## Question

A slab of mercury sulfide ends in a layer of Hg atoms. Its scanning tunnelling image is computed with density functional theory at the PBE level. Negative bias images filled states and positive bias empty ones, and each image adds up all states between zero bias and the bias named.

Ansatz 0.2.0, PBE with plane waves and PAW (scalar-relativistic, no spin polarisation), for an Hg-terminated HgS(111) slab: cutoff 420 eV, 15 × 15 × 1 k mesh, Gaussian smearing 0.05 eV. Tersoff-Hamann images with an s-wave tip 3 Å above the topmost nucleus; sample bias is counted from the Fermi level, and corrugation is taken at the plane's mean density.

| bias (V) | log10 mean density (log10 of e/angstrom^3) | bright over dark | corrugation (Å) | brightest over | apparent barrier at 4 angstrom (eV) |
| --- | --- | --- | --- | --- | --- |
| -2.050 | -4.103 | 1.918 | 0.385 | Hg | 3.277 |
| -1.250 | -4.167 | 2.148 | 0.539 | Hg | 3.144 |
| -0.650 | -4.279 | 2.104 | 0.542 | Hg | 3.061 |
| 0.350 | -3.574 | 2.067 | 0.519 | Hg | 2.863 |
| 0.700 | -3.144 | 2.769 | 0.656 | Hg | 3.173 |
| 1.300 | ? | ? | ? | Hg | ? |
| 1.900 | ? | ? | ? | Hg | ? |

The mean density is that of the imaged electrons in the plane of the tip. Corrugation is the height difference the tip follows at constant density. The apparent barrier is the barrier that would produce the decay found 4 Å above the surface. Predict density, barrier and corrugation at +1.300 and +1.900 V, with error bars.

## Model answer

**Which states carry the image.** The empty window at +0.350 V holds five times the density of the filled window at -0.650 V, although it is narrower. Electron counting offers a reason: on a polar face the dangling orbitals of the metal atoms tend to give up their electrons, so the states that reach furthest into the vacuum are empty. On a sulfur-topped face the same argument would favour filled states. The layer weights from the same run show where the states sit. Of the filled states down to -0.650 V, about 80 % lie in the lowest S and Hg layers, at the back of the slab, and only 4 % in the top layer. Of the empty states up to +0.350 V, 40 % lie in the top layer. The slab is metallic, and the states around zero bias lie mostly on its two faces, which points to the polar cut as the cause, though PBE, which makes gaps too small, may add to it. The slab is also thin and unreconstructed, and its relaxed top layer is flatter than a layer of the bulk, so the imbalance belongs to this model surface.

**How density grows with bias.** A wider window keeps all the earlier states, so the density cannot fall below its value at +0.700 V. Suppose that each electronvolt supplies equally many states, and that a state at energy $E$ is damped over a length $d$ by the barrier left above it:

$$n(V)\propto\left|\int_0^V e^{-2\kappa d}\,dE\right|,\qquad \kappa=\frac{\sqrt{2m(\Phi-E)}}{\hbar}$$

Here $n$ is the mean density, $V$ the bias, $m$ the electron mass and $\Phi=3.048$ eV the vacuum level above zero bias. I take $d=1.5$ Å, the tip height less a rough atomic radius. The integral is then proportional to

$$W(V)=\left|f(\sqrt{\Phi-V})-f(\sqrt{\Phi})\right|,\qquad f(s)=(1+as)\,e^{-as},$$

with $a=1.537$ when energies are in eV. Two constants, one for filled and one for empty states, were fitted to the five known rows. The fit misses these rows by up to 0.113 in the logarithm: it lets the filled density grow too fast with bias and the empty density too slowly.

**The estimate at +1.300 V.** This row was not part of the fit. The formula gives $W=0.3974-0.2517=0.1457$, whose logarithm is -0.837. Adding the fitted constant for empty states, -2.014, gives -2.85.

**The error bars.** They are a judgement, since only two rows fix the empty level. Leaving out the lowering of the barrier moves the forecasts down to -2.94 and -2.775. Damping over the full 3 Å, worked by hand with the same formula, moves them up to about -2.7 and -2.4. The column for this last case in the printed output is wrong: the bias dropped out of it, so it only repeats one average for each polarity and should be ignored.

**Barrier and corrugation.** Higher states should face a lower barrier, yet the apparent barrier rises between +0.350 and +0.700 V. Motion along the surface could cause this, because energy spent sideways does not help an electron into the vacuum. I take the vacuum level less half the bias, and carry over unchanged the excess of 0.475 eV found at +0.700 V. For corrugation I see no firm reason for a direction and take the mean of the two known empty rows.

| Forecast | +1.300 V | +1.900 V |
|---|---|---|
| log10 mean density | -2.85 ± 0.15 | -2.60 ± 0.25 |
| apparent barrier (eV) | 2.87 ± 0.35 | 2.57 ± 0.50 |
| corrugation (Å) | 0.59 ± 0.15 | 0.59 ± 0.15 |

## The computed values

The withheld rows as computed:

| bias (V) | log10 mean density (log10 of e/angstrom^3) | bright over dark | corrugation (Å) | brightest over | apparent barrier at 4 angstrom (eV) |
| --- | --- | --- | --- | --- | --- |
| 1.300 | -2.785 | 4.355 | 1.056 | Hg | 3.342 |
| 1.900 | -2.721 | 4.636 | 1.014 | Hg | 3.318 |

Both densities fall within their bars. Both barriers lie above theirs, and both corrugations lie far above. The printed output after this text lists each miss.

## Remarks on the reasoning

**The density forecast is weaker than its two hits suggest.** From +1.300 to +1.900 V the model expects growth by a factor of about 1.8, while the calculation gives only 1.16. The first forecast was too low and the second too high, so the bars hide a wrong slope. The assumption of a constant supply of states, damped according to their energy alone, fails clearly in the last step.

**The barrier was missed because its excess was frozen.** The answer invoked sideways motion at +0.700 V and then held its supposed effect constant. In the calculation the excess grows, to 0.94 and then 1.22 eV. The last step is no sign of more sideways motion: the barrier itself falls slightly there, and only the subtracted middle of the window moves. The excess is a rough gauge of sideways energy at best, since the middle of the window need not be the typical energy, the potential 4 Å out is still rising towards the vacuum level (in every row the decay quickens further out), and the exchange-correlation potential is rough where the density is thin.

There is firmer evidence for sideways motion: from +0.700 V upwards the apparent barrier exceeds 3.048 eV, the most that an empty state without such motion should show. A simple band model shows how it could raise the barrier with bias, though no density resolved by sideways momentum is at hand to test the model. In a band that starts near zero bias at the centre of the surface Brillouin zone, a state at energy $E$ has sideways momentum $\hbar q$ with $E=\hbar^2q^2/2m^*$, where $m^*$ is the effective mass. Its decay then follows

$$\frac{\hbar^2\kappa^2}{2m}=\Phi-E+\frac{m^*}{m}E.$$

For $m^*=m$ the gain in energy and the cost of sideways motion cancel. In a heavier, narrower band the cost wins, and higher states decay faster.

**The same idea supplies the direction that the corrugation forecast lacked.** Near the zone centre the smooth part of a wave reaches furthest out, and the atomic pattern fades quickly. Near the zone edge, waves running in different directions have sideways momenta of nearly equal size and decay together, so their interference pattern survives at the tip. The numbers fit this picture: from +0.700 to +1.300 V the corrugation rises from 0.656 to 1.056 Å although the apparent barrier also rises. Faster decay alone would flatten the image, so the increase must come from stronger contrast between bright and dark places. The pattern also survives better further out. From 3 to 5 Å above the surface the corrugation shrinks to about 13 % of its value at +0.350 V, but only to about 26 % at +1.300 V. Waves near the zone edge would behave this way, though that does not prove that they are the cause.

**The last two images are nearly the same image.** The window from +1.300 to +1.900 V adds only 16 % to the density, so barrier and corrugation hardly change. The slab does not run out of states: this window holds nearly as many as the window before it. But the share in the top layer drops from 52 to 23 %, so most of the new states lie deeper, where the tip hardly sees them. The weight in the top layer falls to about 41 % of that in the window before, and the added density to about 28 %. Faster decay is an unlikely reason for the rest: from 3 to 4 Å above the surface the added density falls by a factor of 6.2, against 6.6 for the window before. The new states may instead hold their top-layer weight on S rather than Hg, or in orbitals that point less towards the tip. Weights split by atom and orbital would test that, taken from a run with the highest levels tightly converged, since here they were only loosely so.

The analysis program printed:

```
fit of L - log10(win) on 5 rows: constant -3.053 +/- 0.055, coefficient of empty 1.039 +/- 0.087; rms 0.074, worst -0.65 -0.113, leave-one-out rms 0.118
  rows outside the fit (model, value, miss): 1.3 -2.014, -1.948, -0.0652; 1.9 -2.014, -2.133, 0.119
log10 mean density (error bar 0 means not a forecast):
    row   model  error bar  computed  model less computed  full 3 angstrom  no barrier lowering
  -2.05  -4.001          0    -4.103               0.1021           -4.183               -3.945
  -1.25  -4.157          0    -4.167              0.01044           -4.183                -4.16
  -0.65  -4.392          0    -4.279              -0.1125           -4.183               -4.444
   0.35  -3.528          0    -3.574              0.04594           -3.359                -3.51
    0.7   -3.19          0    -3.144             -0.04594           -3.359               -3.208
    1.3   -2.85       0.15    -2.785             -0.06521           -3.359                -2.94
    1.9  -2.602       0.25    -2.721               0.1194           -3.359               -2.775
barrier in eV and corrugation in angstrom:
    row  vacuum less half bias  computed barrier less that  corrugation from contrast and decay  computed corrugation
  -2.05                  4.073                      -0.796                               0.3511                 0.385
  -1.25                  3.673                      -0.529                               0.4208                 0.539
  -0.65                  3.373                      -0.312                               0.4149                 0.542
   0.35                  2.873                    -0.00995                               0.4188                 0.519
    0.7                  2.698                       0.475                                0.558                 0.656
    1.3                  2.398                       0.944                               0.7855                 1.056
    1.9                  2.098                        1.22                               0.8218                 1.014
supply of empty over filled states in the model (ratio): 10.94
mean density at +0.350 V over that at -0.650 V (ratio): 5.07
mean density at +0.700 V over that at +0.350 V (ratio): 2.692
share of the -2.050 V density already present at -0.650 V (percent): 66.68
computed density growth from +0.700 to +1.300 V (ratio): 2.286
computed density growth from +1.300 to +1.900 V (ratio): 1.159
barrier forecast at +1.300 V, error bar 0.35 (eV): 2.873
barrier forecast less computed at +1.300 V (eV): -0.469
barrier forecast at +1.900 V, error bar 0.50 (eV): 2.573
barrier forecast less computed at +1.900 V (eV): -0.745
corrugation forecast for both rows, error bar 0.15 (angstrom): 0.5875
corrugation forecast less computed at +1.300 V (angstrom): -0.4685
corrugation forecast less computed at +1.900 V (angstrom): -0.4265
```
